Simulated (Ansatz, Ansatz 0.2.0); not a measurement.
# AgIn₅Se₈ in an ordered model: PBEsol reproduces the cell edges, the Ag–Se bond stays undecided

## What was measured

The reference is a room-temperature single-crystal X-ray diffraction study of AgIn₅Se₈, made on a crystal grown by melting and slow cooling: "Data-driven Exploration of Pressure-Induced Superconductivity in AgIn$_{5}$Se$_{8}$" (2019, arXiv:1902.09770). It gives the two edges of the tetragonal cell and an Ag–Se distance of 2.58 ± 0.018 Å. The diffraction structure from the Crystallography Open Database that serves as the starting point is slightly larger, by about 0.3 % along both $a$ and $c$. Its Ag–Se distance, 2.637 Å, is longer by 0.057 Å, or about 2 %, which is far more than the difference in cell size can account for. The two diffraction structures thus agree well on the cell and much less well on the silver environment.

| compared with | measured | source's wording or label | T (K) | method |
| --- | --- | --- | --- | --- |
| Ag–Se distance 1 (Å) | 2.58 | 2.58 ± 0.018 A | room temperature | single-crystal XRD |
| a (Å) | 5.7733 ± 0.0015 | 5.7733 ± 0.0015 A | room temperature | single-crystal XRD |
| c (Å) | 11.584 ± 0.004 | 11.584 ± 0.004 A | room temperature | single-crystal XRD |

Conditions are those given with the value in the passage it was taken from; "not stated" means there, and the paper may say more elsewhere. The values are a selection: others may have been left out beforehand as unlike or outlying.

## Approach

The aim is to find the cheapest level of theory that gives $a$, $c$ and the shortest Ag–Se distance each within 1 % of the single-crystal values. For the cell edges, 1 % is wide enough to cover the difference between the two diffraction cells and the thermal expansion missing from a static calculation, roughly a few tenths of a per cent in length, yet narrow enough to expose a functional that binds clearly too strongly or too weakly. For the bond it amounts to about 0.026 Å, somewhat more than the quoted uncertainty.

The model is the fully ordered $P\bar{4}2m$ cell with 14 atoms, one formula unit, treated as a nonmagnetic semiconductor. The compound derives from chalcopyrite with ordered vacancies, and real crystals tend to have some disorder among cations and vacancies. Diffraction then sees site-averaged positions, whereas the model has a definite atom on every site. This matters more for the bond than for the cell.

The work starts with a local functional at the default cutoff and moves to gradient-corrected and dearer functionals as the results require. The level on which the verdict rests is to be checked for numerical settings and potentials.

Plain PBE isn't shown in this study.

System: AgIn5Se8, tetragonal P-42m; P-42m (No. 111), 14 atoms in the primitive cell; the database structure is a diffraction structure: a = 5.793 Å, c = 11.622 Å; structure from the Crystallography Open Database.

On the selection of runs and values: Further runs on this system are not shown.

## 1. LDA as the cheapest starting point

LDA is the simplest functional and a full relaxation of 14 atoms is light work. It usually makes lattice constants about 1 % too short, so the cell edges are expected near the lower limit of the target. The bond is the more open question, since the relaxation starts from a distance well above the measured one.

**Run 1.** Ansatz 0.2.0: LDA, cell and atoms relaxed from the database structure, PAW set soft_2, cutoff 420 eV (default), 6x6x4 k mesh, Gaussian smearing 0.01 eV.

Key lines of the input:
```
crystal:
  # lattice and atoms
kpoints:
  mp_grid: { grid: [6, 6, 4] }
hamiltonian:
  xc: lda
scf:
  occupations: { method: gaussian, width: 0.01 }
output:
  forces: true
  stress: true
relax:
  adjacent_minimum: "off"
  f_tol: 0.005
  max_steps: 60
  cell: { stress_tol: 0.03 }
```

Command:
```
ansatz run input.yaml --threads 8 --pin off --max-ram 16384MiB --backend cpu --events-out ev --progress --plain --runs-dir out
```

Selected lines of the output:
```
relax step   1: F+E_penalty+E_count = -77816.08893303 eV  [...]  max|allowed force component| = 8.041e-1 eV/Å  [...]  P = -1.325 GPa  Ω = 390.085 Å³  (8 SCF iters, dr2 threshold 1.00e-7 eV [...]
relax step   6: F+E_penalty+E_count = -77816.30417709 eV  [...]  max|allowed force component| = 2.585e-3 eV/Å  [...]  P = +0.003 GPa  Ω = 373.422 Å³  [...]
```

Converged; 1.9 min on 8 cores of Arm Neoverse V2, shared host.

| quantity | run 1 | measured | deviation |
| --- | --- | --- | --- |
| Ag–Se distance 1 (Å) | 2.581 | 2.58 | +0.001 (+0.0 %) |
| a (Å) | 5.7091 | 5.7733 ± 0.0015 | −0.0642 (−1.1 %) |
| c (Å) | 11.457 | 11.584 ± 0.004 | −0.127 (−1.1 %) |

Both cell edges come out 1.1 % short, a narrow miss on each, and too thin a margin to dismiss LDA by itself. The equal shortfall along $a$ and $c$ means that the shape of the cell is right and only its size is off.

The Ag–Se distance agrees with the measured one almost exactly, but this agreement belongs to a cell that is too small. Relative to the database structure the bond has shortened by about 2 %, while the cell edges have shrunk by about 1.4 %. Much of the change is therefore what a uniform contraction would give, and the rest comes from the atoms moving within the cell. The largest force at the start, 0.80 eV/Å, also shows that the database positions are well away from the LDA minimum. In a cell of the right size the bond can be expected to be somewhat longer.

## 2. PBEsol at the same settings

The remaining error is a uniform overbinding, which calls for a better functional before any finer setting. PBEsol is a gradient-corrected functional made for the lattice constants of solids and should cost little more than LDA. With potentials of the same set, cutoff and mesh unchanged, the cell should expand by roughly 1 %. The question is whether the bond then stays within its limit of about 0.026 Å.

**Run 2.** Ansatz 0.2.0: PBEsol, cell and atoms relaxed from the database structure, PAW set soft_2, cutoff 420 eV (default), 6x6x4 k mesh, Gaussian smearing 0.01 eV.

Key lines of the input, as changed from run 1:
```diff
  hamiltonian:
-   xc: lda
+   xc: pbesol
```

Selected lines of the output:
```
relax step   6: F+E_penalty+E_count = -78549.38171673 eV  [...]  max|allowed force component| = 5.245e-4 eV/Å  [...]  P = -0.001 GPa  Ω = 389.411 Å³  [...]
relax step   7: F+E_penalty+E_count = -78549.38159455 eV  [...]  max|allowed force component| = 5.218e-4 eV/Å  [...]  P = -0.001 GPa  Ω = 389.411 Å³  [...]
```

Converged; 2.3 min of wall time.

| quantity | run 2 | measured | deviation |
| --- | --- | --- | --- |
| Ag–Se distance 1 (Å) | 2.615 | 2.58 | +0.035 (+1.4 %) |
| a (Å) | 5.7780 | 5.7733 ± 0.0015 | +0.0047 (+0.1 %) |
| c (Å) | 11.664 | 11.584 ± 0.004 | +0.080 (+0.7 %) |

PBEsol removes most of the error in the cell: $a$ is 0.1 % and $c$ 0.7 % too long, both within the target. The two edges no longer deviate alike, however. From LDA to PBEsol $c$ grows by 1.8 % and $a$ by only 1.2 %, so the cell is now slightly too elongated.

The bond has lengthened roughly in step with the cell and lies 1.4 % above the measured value. That is outside the target, but only by about 0.009 Å, half of the quoted uncertainty of 0.018 Å, so an equally good measurement could reverse the result. The calculated distance also falls between those of the two diffraction structures, 0.022 Å below that of the database. The bond therefore remains undecided at this level.

## 3. Cutoff and k mesh for PBEsol

With the bond so close to its limit, the numerical settings need checking before a dearer level is considered. One run raises the cutoff to 590 eV on the same mesh, and the other refines the mesh in the plane to 8×8×4 at the default cutoff. For a semiconductor with a cell of this size the mesh should matter little. The cutoff is the likelier of the two to shift the cell, though probably by less than the bond's excess over its limit.

**Run 3.** Ansatz 0.2.0: PBEsol, cell and atoms relaxed from the database structure, PAW set soft_2, cutoff 590 eV, 6x6x4 k mesh, Gaussian smearing 0.01 eV.

Key lines of the input, as changed from run 2:
```diff
+ basis:
+   ecutwfc: 590.0
```

Selected lines of the output:
```
relax step   7: F+E_penalty+E_count = -78549.39600528 eV  [...]  max|allowed force component| = 5.243e-4 eV/Å  [...]  P = -0.001 GPa  Ω = 389.384 Å³  [...]
```

Converged; 4.3 min of wall time.

**Run 4.** Ansatz 0.2.0: PBEsol, cell and atoms relaxed from the database structure, PAW set soft_2, cutoff 420 eV (default), 8x8x4 k mesh, Gaussian smearing 0.01 eV.

Key lines of the input, as changed from run 2:
```diff
  kpoints:
-   mp_grid: { grid: [6, 6, 4] }
+   mp_grid: { grid: [8, 8, 4] }
```

Selected lines of the output:
```
relax step   7: F+E_penalty+E_count = -78549.38231240 eV  [...]  max|allowed force component| = 5.217e-4 eV/Å  [...]  P = -0.001 GPa  Ω = 389.394 Å³  [...]
```

Converged; 3.8 min of wall time.

| quantity | run 3 | run 4 | measured |
| --- | --- | --- | --- |
| Ag–Se distance 1 (Å) | 2.615 | 2.615 | 2.58 |
| a (Å) | 5.7778 | 5.7778 | 5.7733 ± 0.0015 |
| c (Å) | 11.664 | 11.664 | 11.584 ± 0.004 |

Neither the higher cutoff nor the denser mesh changes the bond or $c$ within the printed precision. The edge $a$ moves by only 0.0002 Å and the cell volume by less than 0.03 Å³. The default cutoff and the in-plane mesh are therefore sufficient for PBEsol with these potentials, and the long Ag–Se bond does not come from either setting. A mesh with more than four divisions along $c$ is not shown in this report.

## 4. PBEsol with norm-conserving potentials

The potentials are the remaining technical source of error. An excess of 0.009 Å over the limit is small enough for a different treatment of the silver and indium cores to matter, so the relaxation is repeated with PseudoDojo norm-conserving potentials. These need a much higher cutoff, 1170 eV, which makes the run dearer, but it serves as a check and not as a candidate for the cheapest level. A change of a few thousandths of an ångström in the bond would be unsurprising.

**Run 5.** Ansatz 0.2.0: PBEsol, PseudoDojo norm-conserving pseudopotentials, cell and atoms relaxed from the database structure, cutoff 1170 eV (default), 6x6x4 k mesh, Gaussian smearing 0.01 eV.

Key lines of the input, as changed from run 2:
```diff
  hamiltonian:
+   pseudopotentials: { kind: nc, accuracy: standard }
```

Selected lines of the output:
```
relax step   7: F+E_penalty+E_count = -39606.04429335 eV  [...]  max|allowed force component| = 5.186e-4 eV/Å  [...]  P = -0.000 GPa  Ω = 389.992 Å³  [...]
    - [5.781741928051787, 0.0, 0.0]
    - [0.0, 0.0, 11.666432585734636]
```

Converged; 12 min of wall time.

| quantity | run 5 | measured | deviation |
| --- | --- | --- | --- |
| Ag–Se distance 1 (Å) | 2.615 | 2.58 | +0.035 (+1.4 %) |
| a (Å) | 5.7817 | 5.7733 ± 0.0015 | +0.0084 (+0.1 %) |
| c (Å) | 11.666 | 11.584 ± 0.004 | +0.082 (+0.7 %) |

The bond is again 2.615 Å, unchanged within the printed precision, while $a$ grows by 0.0037 Å and $c$ by 0.002 Å. The two kinds of potential thus agree far more closely with each other than either does with the measured bond. The excess of 1.4 % belongs to PBEsol in the ordered model, or to the reference value, and not to the PAW potentials.

## 5. Adding dispersion to PBEsol

The next addition in order of cost is a D3(BJ) dispersion term, which adds very little work to a PBEsol run. The structure contains vacancies lined by polarisable selenium atoms, so some extra attraction is physically reasonable. It should shorten both the cell and the bond. For $c$ and the bond that is the right direction, but $a$ is already close to the measured value and would probably become too short. The test is whether the bond comes within its limit before $a$ leaves its own.

**Run 6.** Ansatz 0.2.0: PBEsol+D3(BJ), cell and atoms relaxed from the database structure, PAW set soft_2, cutoff 420 eV (default), 6x6x4 k mesh, Gaussian smearing 0.01 eV.

Key lines of the input, as changed from run 2:
```diff
  hamiltonian:
+   dispersion: d3bj
```

Selected lines of the output:
```
relax step   6: F+E_penalty+E_count = -78553.70489508 eV  [...]  max|allowed force component| = 3.182e-3 eV/Å  [...]  P = +0.010 GPa  Ω = 369.037 Å³  [...]
```

Converged; 2.2 min of wall time.

| quantity | run 6 | measured | deviation |
| --- | --- | --- | --- |
| Ag–Se distance 1 (Å) | 2.590 | 2.58 | +0.010 (+0.4 %) |
| a (Å) | 5.6943 | 5.7733 ± 0.0015 | −0.0790 (−1.4 %) |
| c (Å) | 11.381 | 11.584 ± 0.004 | −0.203 (−1.8 %) |

Dispersion brings the bond within its limit, at 0.4 % too long, but at the expense of both cell edges: $a$ is now 1.4 % and $c$ 1.8 % too short. The volume falls by 5.2 % relative to PBEsol. The correction for $c$ has the right sign but is far too large, and PBEsol with D3(BJ) misses the target on the cell.

As with LDA, a good bond length comes with a cell that is too small. Among the levels tried so far, none gives the measured bond and the measured cell together.

## 6. A meta-GGA, and the bond at fixed cell

Two questions remain about the bond. The first is whether a dearer functional can reconcile it with the cell. r2SCAN is run for this, alone and with the nonlocal rVV10 dispersion term, which may contract the cell more gently than D3(BJ) did with PBEsol. Without dispersion, a cell and a bond at least as long as those of PBEsol are expected.

The second is whether the slightly elongated PBEsol cell is what stretches the bond. Relaxing only the atoms with PBEsol in the database cell, whose $c$ is shorter and whose $a$ is a little longer, tests this cheaply. As the two volumes are nearly equal, the bond should stay close to 2.615 Å if the cell shape is unimportant.

**Run 7.** Ansatz 0.2.0: r2SCAN, cell and atoms relaxed from the database structure, PAW set soft_2, cutoff 500 eV (default), 6x6x4 k mesh, Gaussian smearing 0.01 eV.

Key lines of the input, as changed from run 1:
```diff
  hamiltonian:
-   xc: lda
+   xc: r2scan
```

Selected lines of the output:
```
relax step   6: F+E_penalty+E_count = -79497.13386911 eV  [...]  max|allowed force component| = 4.667e-3 eV/Å  [...]  P = +0.008 GPa  Ω = 407.307 Å³  [...]
```

Converged; 5.6 min on 8 cores of Arm Neoverse V1, shared host.

**Run 8.** Ansatz 0.2.0: r2SCAN+rVV10, cell and atoms relaxed from the database structure, PAW set soft_2, cutoff 500 eV (default), 6x6x4 k mesh, Gaussian smearing 0.01 eV.

Key lines of the input, as changed from run 7:
```diff
  hamiltonian:
+   dispersion: rvv10
```

Selected lines of the output:
```
relax step   7: F+E_penalty+E_count = -79475.19831100 eV  [...]  max|allowed force component| = 1.806e-3 eV/Å  [...]  P = -0.002 GPa  Ω = 395.442 Å³  [...]
```

Converged; 6.6 min of wall time.

**Run 9.** Ansatz 0.2.0: PBEsol, atoms relaxed in the database cell, PAW set soft_2, cutoff 420 eV (default), 6x6x4 k mesh, Gaussian smearing 0.01 eV.

Key lines of the input, as changed from run 2:
```diff
  relax:
-   cell: { stress_tol: 0.03 }
```

Selected lines of the output:
```
relax step   5: F+E_penalty+E_count = -78549.38058390 eV  [...]  max|allowed force component| = 2.640e-3 eV/Å  [...]  (6 SCF iters, accepted)
```

Converged; 89 s on 8 cores of Arm Neoverse V2, shared host. Warnings: stress_scf_threshold_loose (in short: The SCF threshold is looser than advised for an accurate stress, whose error scales with the threshold's square root, so the reported stress may be noticeably off).

| quantity | run 7 | run 8 | run 9 | measured |
| --- | --- | --- | --- | --- |
| Ag–Se distance 1 (Å) | 2.661 | 2.641 | 2.615 | 2.58 |
| a (Å) | 5.8372 | 5.7982 | – | 5.7733 ± 0.0015 |
| c (Å) | 11.954 | 11.763 | – | 11.584 ± 0.004 |

r2SCAN does not reconcile the bond with the cell. It gives an Ag–Se distance 3.1 % too long, with $a$ 1.1 % and $c$ 3.2 % too long, so all three quantities are further from experiment than with PBEsol. The rVV10 term does contract the cell more gently than D3(BJ) did, by 2.9 % in volume, and brings $a$ within its limit. The bond and $c$ remain outside, at 2.4 % and 1.5 % too long. The dearer functional therefore brings no gain here, with or without dispersion.

With the cell held at the database values, PBEsol again gives a bond of 2.615 Å. The slight elongation of its own relaxed cell is thus not what makes the bond long. The database cell is itself about 0.3 % larger than that of the single crystal, but a uniform contraction by that amount would shorten the bond by less than 0.01 Å, about a quarter of the 0.035 Å excess. That would bring the bond close to its limit, but not to the measured value. The warning about the accuracy of the stress has no bearing on this result, since only the atoms were relaxed.

## All runs against the measurement

| run | settings | Ag–Se distance 1 (Å) | a (Å) | c (Å) | mean abs. dev. of these columns (%) | cost |
| --- | --- | --- | --- | --- | --- | --- |
| 1 | LDA, cell and atoms relaxed from the database structure, PAW set soft_2, cutoff 420 eV (default), 6x6x4 k mesh | 2.581 | 5.7091 | 11.457 | 0.7 | 16 core-min |
| 2 | PBEsol, cell and atoms relaxed from the database structure, PAW set soft_2, cutoff 420 eV (default), 6x6x4 k mesh | 2.615 | 5.7780 | 11.664 | 0.7 | 18 core-min |
| 3 | PBEsol, cell and atoms relaxed from the database structure, PAW set soft_2, cutoff 590 eV, 6x6x4 k mesh | 2.615 | 5.7778 | 11.664 | 0.7 | 34 core-min |
| 4 | PBEsol, cell and atoms relaxed from the database structure, PAW set soft_2, cutoff 420 eV (default), 8x8x4 k mesh | 2.615 | 5.7778 | 11.664 | 0.7 | 30 core-min |
| 5 | PBEsol, PseudoDojo norm-conserving pseudopotentials, cell and atoms relaxed from the database structure, cutoff 1170 eV (default), 6x6x4 k mesh | 2.615 | 5.7817 | 11.666 | 0.7 | 1.6 core-h |
| 6 | PBEsol+D3(BJ), cell and atoms relaxed from the database structure, PAW set soft_2, cutoff 420 eV (default), 6x6x4 k mesh | 2.590 | 5.6943 | 11.381 | 1.2 | 17 core-min |
| 7 | r2SCAN, cell and atoms relaxed from the database structure, PAW set soft_2, cutoff 500 eV (default), 6x6x4 k mesh | 2.661 | 5.8372 | 11.954 | 2.5 | 44 core-min |
| 8 | r2SCAN+rVV10, cell and atoms relaxed from the database structure, PAW set soft_2, cutoff 500 eV (default), 6x6x4 k mesh | 2.641 | 5.7982 | 11.763 | 1.5 | 53 core-min |
| 9 | PBEsol, atoms relaxed in the database cell, PAW set soft_2, cutoff 420 eV (default), 6x6x4 k mesh | 2.615 | – | – |  | 12 core-min |
|  | measured | 2.58 | 5.7733 ± 0.0015 | 11.584 ± 0.004 |  |  |

Further runs on the same system, made beside this series (convergence steps with loose settings among them):

| further | settings | Ag–Se distance 1 (Å) | a (Å) | c (Å) | mean abs. dev. of these columns (%) | cost |
| --- | --- | --- | --- | --- | --- | --- |
| F1 | BLYP, cell and atoms relaxed from the database structure, PAW set soft_2, cutoff 420 eV (default), 6x6x4 k mesh | 2.752 | 6.0521 | 12.535 | 6.6 | 21 core-min |
| F2 | BLYP+D3(BJ), cell and atoms relaxed from the database structure, PAW set soft_2, cutoff 420 eV (default), 6x6x4 k mesh | 2.657 | 5.8092 | 11.603 | 1.3 | 17 core-min |
| F3 | r2SCAN, cell and atoms relaxed from the database structure, PAW set soft_2, cutoff 500 eV (default), 4x4x2 k mesh | 2.662 | 5.8372 | 11.957 | 2.5 | 16 core-min |
| F4 | PBEsol, cell and atoms relaxed from the database structure, PAW set soft_2, cutoff 420 eV (default), 4x4x2 k mesh | 2.616 | 5.7781 | 11.672 | 0.7 | 6.7 core-min |
|  | measured | 2.58 | 5.7733 ± 0.0015 | 11.584 ± 0.004 |  |  |

## Conclusion

No level shown meets the whole target as calculated. PBEsol, on which the work settled, meets it for the cell, with $a$ 0.1 % and $c$ 0.7 % too long, at 18 core-minutes. Its Ag–Se distance is 1.4 % too long, but the excess over the limit is only half the experimental uncertainty, so the bond remains undecided. For the cell alone, the coarser 4×4×2 mesh also meets the target, for 6.7 core-minutes.

Cutoff, mesh and a change of potentials left the PBEsol bond at 2.615 Å, and so did fixing the cell at the database values. These checks rule out the obvious technical causes. D3(BJ) brought the bond within its limit only by over-contracting the cell. The r2SCAN runs were the dearest attempts at improvement and brought none. BLYP with D3(BJ) reproduces both cell edges within 1 %, yet its bond is 3.0 % too long.

Thermal expansion, a few tenths of a per cent, would lengthen the calculated cells. It would take PBEsol's $c$ close to its limit and probably lengthen the bond too. LDA, which misses narrowly on both edges and matches the bond, would probably come within the target on all three. That would rest on thermal expansion partly offsetting its usual overbinding, and checks of its numerical settings are not shown in this report. The results therefore do not rank PBEsol above LDA.

The long PBEsol bond may reflect the functional, or cation and vacancy disorder, which the ordered model omits. The reference is open to doubt as well: the two diffraction structures differ by 0.057 Å in this distance, and PBEsol falls between them. Calculations on disordered supercells could help to separate these causes.

[Logs are printed without paths, hosts, clocks, repeated set-up lines and the standing remarks that a program may print on its own settings, such as how far it seeks lower states.]

[The runs shown are a pick from a larger set of finished runs; failed, doubtful and other runs were left out of it ahead of writing. So were measured values far from every level or from commonly accepted values, and agreement can look better than it is. Lines of input and output are excerpts and may be shortened.]
